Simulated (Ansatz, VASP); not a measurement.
# Cross-check of GaN between VASP and Ansatz

Aim: how closely do two programs agree when they are given the same cell, functional and k mesh? The cell is taken from a series of runs on this material, whose earlier steps may have relaxed, scaled, displaced or heated it; both programs get it as it stands.

Calculated with Ansatz 0.2.0; plane waves, with VASP 6.6.1 beside it; G0W0 gap at LDA.

## 1. The structure

It takes space group Imm2 (No. 44, orthorhombic). Conventional cell: a = 3.159 Å, b = 3.251 Å, c = 4.597 Å, α = 90.00°, β = 90.00°, γ = 90.00°. Nearest to Ga lie 4 N at 1.96 to 1.98 Å. Nearest to N lie 4 Ga at 1.96 to 1.98 Å. Farther neighbours and most contacts between anions are not listed.

## 2. VASP: G0W0 gap, LDA

Quasiparticle shifts depend on high empty states and on the cores, so they are the hardest test of two PAW sets.

Lines of VASP's logs that name or quote its potential files are left out, and so is its time.

The run reads the wave functions of an earlier VASP run, which isn't shown here.

Input file INCAR:

```
SYSTEM = GaN
PREC = Accurate
ENCUT = 450
ISMEAR = 0
SIGMA = 0.01
LREAL = .FALSE.
GGA = CA
NBANDS = 112
ALGO = EVGW0
NELMGW = 1
ENCUTGW = 150
NOMEGA = 64
PRECFOCK = Fast
NBANDSGW = 32
LWAVE = .FALSE.
LCHARG = .FALSE.
```

Input file POSCAR:

```
GaN
1.0
   -1.6253348712     -2.2985706239      1.5796693596
    1.6253348712     -2.2985706239      1.5796693596
    0.0000000000     -0.0000000034      3.1593387240
Ga N
1 1
Direct
    0.9984055508      0.9984055508      0.0015944492
    0.2515944492      0.2515944492      0.2484055508
```

Input file KPOINTS:

```
Automatic mesh
0
Gamma
8 8 8
0 0 0
```

The projector-augmented-wave data sets are Ga_d_GW and N_GW (LDA family, release 64).

On the command line:

```sh
> mpirun -np 16 vasp_std
```

Numbers of over 12 decimals in the logs are rounded to 6 here.

Log:

```text
[banner, memory and clock lines left out]
running   16 mpi-ranks, on    1 nodes
 distrk:  each k-point on   16 cores,    1 groups
 distr:  one band on    1 cores,   16 groups

 POSCAR found type information on POSCAR GaN
 POSCAR found :  2 types and       2 ions
|                                                                             |
|           W    W    AA    RRRRR   N    N  II  N    N   GGGG   !!!           |
|           W    W   A  A   R    R  NN   N  II  NN   N  G    G  !!!           |
|           W    W  A    A  R    R  N N  N  II  N N  N  G       !!!           |
|           W WW W  AAAAAA  RRRRR   N  N N  II  N  N N  G  GGG   !            |
|           WW  WW  A    A  R   R   N   NN  II  N   NN  G    G                |
|           W    W  A    A  R    R  N    N  II  N    N   GGGG   !!!           |
|                                                                             |
|     For optimal performance we recommend to set                             |
|       NCORE = 2 up to number-of-cores-per-socket                            |
|     NCORE specifies how many cores store one orbital (NPAR=cpu/NCORE).      |
|     This setting can greatly improve the performance of VASP for DFT.       |
|     The default, NCORE=1 might be grossly inefficient on modern             |
|     multi-core architectures or massively parallel machines. Do your        |
|     Unfortunately you need to use the default for GW and RPA                |
|     calculations (for HF NCORE is supported but not extensively tested      |
|     yet).                                                                   |
|                                                                             |

|                                                                             |
|           W    W    AA    RRRRR   N    N  II  N    N   GGGG   !!!           |
|           W    W   A  A   R    R  NN   N  II  NN   N  G    G  !!!           |
|           W    W  A    A  R    R  N N  N  II  N N  N  G       !!!           |
|           W WW W  AAAAAA  RRRRR   N  N N  II  N  N N  G  GGG   !            |
|           WW  WW  A    A  R   R   N   NN  II  N   NN  G    G                |
|           W    W  A    A  R    R  N    N  II  N    N   GGGG   !!!           |
|                                                                             |
|     The default for ENCUTGWSOFT is different in this version of VASP.       |
|     please manually set ENCUTGWSOFT =150 in the INCAR file.                 |
|                                                                             |

 LDA part: xc-table for (Slater(with rela. corr.)+CA(PZ))
 , standard interpolation
 found WAVECAR, reading the header
 POSCAR, INCAR and KPOINTS ok, starting setup
 FFT: planning ... GRIDC
 FFT: planning ... GRID_SOFT
 FFT: planning ... GRID
 reading WAVECAR
 the WAVECAR file was read successfully
 initial charge from wavefunction
 available memory per node:     16.70 GB, setting MAXMEM to     17101

 The Fermi energy was updated, please check that it is located mid-gap
 values below the HOMO (VB) or above the LUMO (CB) will cause erroneous energies
 E-fermi :   5.3231

 calculate exact exchange contribution
 the WAVEDER file was read successfully
energies w=
    0.000    0.000    0.494    0.000    0.986    0.000    1.476    0.000
    1.963    0.000    2.446    0.000    2.924    0.000    3.397    0.000
    3.863    0.000    4.324    0.000    4.777    0.000    5.225    0.000
    5.667    0.000    6.102    0.000    6.532    0.000    6.957    0.000
    7.378    0.000    7.795    0.000    8.208    0.000    8.620    0.000
    9.030    0.000    9.439    0.000    9.848    0.000   10.259    0.000
   10.672    0.000   11.088    0.000   11.509    0.000   11.935    0.000
   12.368    0.000   12.809    0.000   13.261    0.000   13.724    0.000
   14.200    0.000   14.692    0.000   15.201    0.000   15.731    0.000
   16.284    0.000   16.863    0.000   17.472    0.000   18.115    0.000
   18.797    0.000   19.525    0.000   20.304    0.000   21.141    0.000
   22.049    0.000   23.036    0.000   24.117    0.000   25.308    0.000
   26.630    0.000   28.110    0.000   29.778    0.000   31.677    0.000
   33.861    0.000   36.403    0.000   39.400    0.000   42.989    0.000
   47.363    0.000   52.813    0.000   59.786    0.000   69.019    0.000
   81.802    0.000  100.640    0.000  131.105    0.000  188.611    0.000
 responsefunction array rank=     128
 LDA part: xc-table for (Slater(with rela. corr.)+CA(PZ))
 , standard interpolation

 min. memory requirement per mpi rank    538.4 MB, per node   8614.6 MB

[...]
performed     179319000 updates of chi_q(r,r)
 total number of BLAS operations      13730.08 Gflops
NQ=  52    0.5000    0.1250    0.2500,
|.........|.........|.........|.........|.........|.........|.........|.........
 performed     183938000 updates of chi_q(r,r)
 total number of BLAS operations      14077.78 Gflops
NQ=  53   -0.3750    0.1250    0.2500,
|.........|.........|.........|.........|.........|.........|.........|.........
 performed     187381000 updates of chi_q(r,r)
 total number of BLAS operations      14342.37 Gflops
NQ=  54    0.3750    0.3750    0.2500,
|.........|.........|.........|.........|.........|.........|.........|.........
 performed     190595000 updates of chi_q(r,r)
[...]
|.........|.........|.........|.........|.........|.........|.........|.........
 performed     240935000 updates of chi_q(r,r)
 total number of BLAS operations      18547.94 Gflops
NQ=  68   -0.3750   -0.0000    0.3750,
|.........|.........|.........|.........|.........|.........|.........|.........
 performed     245554000 updates of chi_q(r,r)
 total number of BLAS operations      18924.91 Gflops
NQ=  69   -0.2500    0.0000    0.3750,
|.........|.........|.........|.........|.........|.........|.........|.........
 performed     250173000 updates of chi_q(r,r)
 total number of BLAS operations      19301.88 Gflops
NQ=  70   -0.1250    0.0000    0.3750,
|.........|.........|.........|.........|.........|.........|.........|.........
 performed     254792000 updates of chi_q(r,r)
 total number of BLAS operations      19664.06 Gflops
NQ=  71    0.1250    0.1250    0.3750,
|.........|.........|.........|.........|.........|.........|.........|.........
 performed     258006000 updates of chi_q(r,r)
 total number of BLAS operations      19911.03 Gflops
NQ=  72    0.2500    0.1250    0.3750,
|.........|.........|.........|.........|.........|.........|.........|.........
 performed     261105000 updates of chi_q(r,r)
 total number of BLAS operations      20139.56 Gflops
NQ=  73    0.5000    0.1250    0.3750,
|.........|.........|.........|.........|.........|.........|.........|.........
 performed     265724000 updates of chi_q(r,r)
 total number of BLAS operations      20509.10 Gflops
NQ=  74   -0.3750    0.1250    0.3750,
|.........|.........|.........|.........|.........|.........|.........|.........
 performed     270343000 updates of chi_q(r,r)
 total number of BLAS operations      20886.07 Gflops
NQ=  75   -0.2500    0.1250    0.3750,
|.........|.........|.........|.........|.........|.........|.........|.........
 performed     274962000 updates of chi_q(r,r)
 total number of BLAS operations      21240.98 Gflops
NQ=  76   -0.1250    0.1250    0.3750,
|.........|.........|.........|.........|.........|.........|.........|.........
 performed     279581000 updates of chi_q(r,r)
 total number of BLAS operations      21574.49 Gflops
NQ=  77    0.5000    0.5000    0.3750,
|.........|.........|.........|.........|.........|.........|.........|.........
 performed     282795000 updates of chi_q(r,r)
 total number of BLAS operations      21836.80 Gflops
NQ=  78   -0.3750    0.5000    0.3750,
|.........|.........|.........|.........|.........|.........|.........|.........
 performed     287414000 updates of chi_q(r,r)
 total number of BLAS operations      22191.71 Gflops
NQ=  79   -0.2500    0.5000    0.3750,
|.........|.........|.........|.........|.........|.........|.........|.........
 performed     292033000 updates of chi_q(r,r)
 total number of BLAS operations      22568.68 Gflops
NQ=  80   -0.1250    0.5000    0.3750,
|.........|.........|.........|.........|.........|.........|.........|.........
 performed     295132000 updates of chi_q(r,r)
 total number of BLAS operations      22826.67 Gflops
NQ=  81   -0.3750   -0.3750    0.3750,
|.........|.........|.........|.........|.........|.........|.........|.........
 performed     298346000 updates of chi_q(r,r)
 total number of BLAS operations      23073.63 Gflops
NQ=  82   -0.2500   -0.3750    0.3750,
|.........|.........|.........|.........|.........|.........|.........|.........
 performed     301445000 updates of chi_q(r,r)
 total number of BLAS operations      23316.67 Gflops
NQ=  83   -0.0000   -0.0000    0.5000,
|.........|.........|.........|.........|.........|.........|.........|.........
 performed     303698000 updates of chi_q(r,r)
 total number of BLAS operations      23496.97 Gflops
NQ=  84    0.1250   -0.0000    0.5000,
|.........|.........|.........|.........|.........|.........|.........|.........
 performed     308317000 updates of chi_q(r,r)
 total number of BLAS operations      23859.16 Gflops
NQ=  85    0.2500   -0.0000    0.5000,
|.........|.........|.........|.........|.........|.........|.........|.........
 performed     312936000 updates of chi_q(r,r)
 total number of BLAS operations      24221.35 Gflops
NQ=  86    0.3750   -0.0000    0.5000,
|.........|.........|.........|.........|.........|.........|.........|.........
 performed     317555000 updates of chi_q(r,r)
 total number of BLAS operations      24590.89 Gflops
NQ=  87    0.5000    0.0000    0.5000,
|.........|.........|.........|.........|.........|.........|.........|.........
 performed     319600000 updates of chi_q(r,r)
 total number of BLAS operations      24741.73 Gflops
NQ=  88    0.1250    0.1250    0.5000,
|.........|.........|.........|.........|.........|.........|.........|.........
 performed     322814000 updates of chi_q(r,r)
 total number of BLAS operations      24993.76 Gflops
NQ=  89    0.2500    0.1250    0.5000,
|.........|.........|.........|.........|.........|.........|.........|.........
 performed     327433000 updates of chi_q(r,r)
 total number of BLAS operations      25341.47 Gflops
NQ=  90    0.3750    0.1250    0.5000,
|.........|.........|.........|.........|.........|.........|.........|.........
 performed     330532000 updates of chi_q(r,r)
 total number of BLAS operations      25599.46 Gflops
NQ=  91   -0.3750    0.1250    0.5000,
|.........|.........|.........|.........|.........|.........|.........|.........
 performed     333373000 updates of chi_q(r,r)
 total number of BLAS operations      25835.97 Gflops
NQ=  92   -0.2500    0.1250    0.5000,
|.........|.........|.........|.........|.........|.........|.........|.........
 performed     337992000 updates of chi_q(r,r)
 total number of BLAS operations      26205.51 Gflops
NQ=  93   -0.1250    0.1250    0.5000,
|.........|.........|.........|.........|.........|.........|.........|.........
 performed     341421000 updates of chi_q(r,r)
 total number of BLAS operations      26468.99 Gflops
NQ=  94    0.2500    0.2500    0.5000,
|.........|.........|.........|.........|.........|.........|.........|.........
 performed     343703000 updates of chi_q(r,r)
 total number of BLAS operations      26633.79 Gflops
NQ=  95   -0.2500    0.2500    0.5000,
|.........|.........|.........|.........|.........|.........|.........|.........
 performed     345942000 updates of chi_q(r,r)
 total number of BLAS operations      26812.95 Gflops
 resolving degeneracies of screened two electron integrals

 calculate QP shifts <psi_nk| G(iteration)W_0 |psi_nk>: iteration 1
 entering main loop
```

Parts of OUTCAR (step 2):

```text
ion  position               nearest neighbor table
   1  0.998  0.998  0.002-   2 1.96   2 1.96   2 1.98   2 1.98
   2  0.252  0.252  0.248-   1 1.96   1 1.96   1 1.98   1 1.98

  LATTYP: Found a body centered orthorhombic cell.
 ALAT       =     3.1593387240
 B/A-ratio  =     1.0289082705
 C/A-ratio  =     1.4550960331

 Subroutine GETGRP returns: Found  4 space group operations
 (whereof  4 operations were pure point group operations)

The static configuration has the point symmetry C_2v.

 Found     95 irreducible k-points:

   k-points           NKPTS =     95   k-points in BZ     NKDIM =    512   number of bands    NBANDS=    112

   dimension x,y,z NGX =    24 NGY =   24 NGZ =   24
   dimension x,y,z NGXF=    48 NGYF=   48 NGZF=   48

   ENCUT  =  450.0 eV  33.07 Ry    5.75 a.u.   5.58  5.58  5.46*2*pi/ulx,y,z

   NELECT =      18.0000    total number of electrons

  energy-cutoff  :      450.00
  volume of cell :       23.61
      direct lattice vectors                 reciprocal lattice vectors
    -1.625334871 -2.298570624  1.579669360    -0.307628913 -0.217526490 -0.000000000
     1.625334871 -2.298570624  1.579669360     0.307628913 -0.217526490 -0.000000000
     0.000000000 -0.000000003  3.159338724     0.000000000  0.217526490  0.316521933

 k-points in reciprocal lattice and weights: Automatic mesh
   0.00000000  0.00000000  0.00000000       0.002
   0.12500000  0.00000000  0.00000000       0.008
   0.25000000  0.00000000  0.00000000       0.008
   0.37500000  0.00000000 -0.00000000       0.008
   0.50000000  0.00000000  0.00000000       0.004
   0.12500000  0.12500000  0.00000000       0.004
   0.25000000  0.12500000 -0.00000000       0.008
   0.37500000  0.12500000  0.00000000       0.008
   0.50000000  0.12500000 -0.00000000       0.008
[...]
0.25000000  0.25000000  0.50000000       0.004
  -0.25000000  0.25000000  0.50000000       0.004

 E-fermi :   5.3231

 QP shifts <psi_nk| G(iteration)W_0 |psi_nk>: iteration 1
 for sc-GW calculations column KS-energies equals QP-energies in previous step
 and V_xc(KS)=  KS-energies - (<T + V_ion + V_H > + <T+V_H+V_ion>^1  + <V_x>^1)
 k-point   1 :       0.0000    0.0000    0.0000
  band No.  KS-energies  QP-energies   sigma(KS)   V_xc(KS)     V^pw_x(r,r')   Z            occupation Imag(sigma)
    ...
      6      -8.7883     -11.6032     -25.8271     -21.9668     -35.1494       0.7292       2.0000       0.1231
      7       4.4420       4.0378     -18.2170     -17.6855     -20.9108       0.7605       2.0000       0.0607
      8       4.4525       4.0493     -18.2564     -17.7263     -20.9842       0.7606       2.0000       0.0614
      9       4.6124       4.2184     -18.3132     -17.7949     -21.0908       0.7601       2.0000       0.0622
     10       6.0338       6.7458     -12.7021     -13.5975      -9.3581       0.7952       0.0000      -0.0296
     11      14.0946      15.1000     -10.5138     -11.7865      -5.3735       0.7900       0.0000      -0.0783
     12      14.4684      15.4848     -10.5828     -11.8719      -5.3827       0.7885       0.0000      -0.0836
     13      14.7331      15.7546     -10.5963     -11.8963      -5.3256       0.7857       0.0000      -0.0922
    ...

 k-point   2 :       0.1250    0.0000    0.0000
  band No.  KS-energies  QP-energies   sigma(KS)   V_xc(KS)     V^pw_x(r,r')   Z            occupation Imag(sigma)
    ...
      6      -8.7891     -11.6004     -25.8219     -21.9631     -35.1453       0.7285       2.0000       0.1238
      7       2.9008       2.4133     -16.8276     -16.1838     -19.5411       0.7573       2.0000       0.0664
      8       4.2945       3.8751     -18.1043     -17.5523     -20.8609       0.7599       2.0000       0.0619
      9       4.4651       4.0548     -18.1843     -17.6440     -21.0009       0.7595       2.0000       0.0628
     10       7.2036       7.9746     -13.5837     -14.5665     -10.2331       0.7845       0.0000      -0.0300
     11      13.5624      14.5974     -10.8177     -12.1336      -5.7102       0.7866       0.0000      -0.0791
     12      14.5973      15.6207     -10.7045     -12.0085      -5.4433       0.7848       0.0000      -0.0900
     13      14.9486      15.9772     -10.7199     -12.0359      -5.3706       0.7816       0.0000      -0.1023
    ...

 k-point   3 :       0.2500    0.0000    0.0000
  band No.  KS-energies  QP-energies   sigma(KS)   V_xc(KS)     V^pw_x(r,r')   Z            occupation Imag(sigma)
    ...
      6      -8.6606     -11.0382     -23.6236     -20.3298     -32.5285       0.7218       2.0000       0.3148
      7       0.6078      -0.0502     -16.0367     -15.1453     -19.5896       0.7381       2.0000       0.1071
      8       3.9537       3.5028     -17.8248     -17.2302     -20.6624       0.7582       2.0000       0.0637
      9       4.1378       3.6956     -17.9216     -17.3383     -20.8165       0.7580       2.0000       0.0645
     10       8.3795       9.2919     -12.8764     -14.0406      -8.8452       0.7838       0.0000      -0.0410
     11      12.8513      13.9189     -11.8283     -13.2136      -6.6926       0.7706       0.0000      -0.0842
     12      14.8390      15.8407     -10.8218     -12.1047      -5.5015       0.7808       0.0000      -0.1033
     13      15.1711      16.1784     -10.8139     -12.1085      -5.3997       0.7781       0.0000      -0.1199
    ...

 k-point   4 :       0.3750    0.0000   -0.0000
  band No.  KS-energies  QP-energies   sigma(KS)   V_xc(KS)     V^pw_x(r,r')   Z            occupation Imag(sigma)
    ...
      6      -7.9387      -9.9921     -22.2715     -19.4244     -30.7457       0.7212       2.0000       0.4228
      7      -1.4825      -2.1604     -14.9474     -14.0011     -19.1045       0.7165       2.0000       0.1849
      8       3.6475       3.1732     -17.5984     -16.9719     -20.4997       0.7569       2.0000       0.0654
      9       3.8415       3.3758     -17.7057     -17.0900     -20.6618       0.7564       2.0000       0.0660
     10       8.8666       9.8210     -12.0153     -13.2190      -7.7577       0.7929       0.0000      -0.0451
     11      12.7840      13.8460     -12.8617     -14.2833      -7.4762       0.7470       0.0000      -0.1003
     12      14.6797      15.6218     -10.7167     -11.9191      -5.5105       0.7835       0.0000      -0.1026
     13      15.0034      15.9557     -10.6980     -11.9164      -5.3913       0.7816       0.0000      -0.1197
    ...

[... 4 further parts left out ...]
```

(Part 1 of 2 ends here.)

[Lines on the potential files, build, host, timing and source positions are cut from VASP's logs without a mark.]

[Logs are printed without paths, hosts, clocks, repeated set-up lines and the standing remarks that a program may print on its own settings, such as how far it seeks lower states.]

[Hosts, paths, dates, database ids (printed as entryN), source tags and the programs' standing remarks are cut or masked in the printed files.]
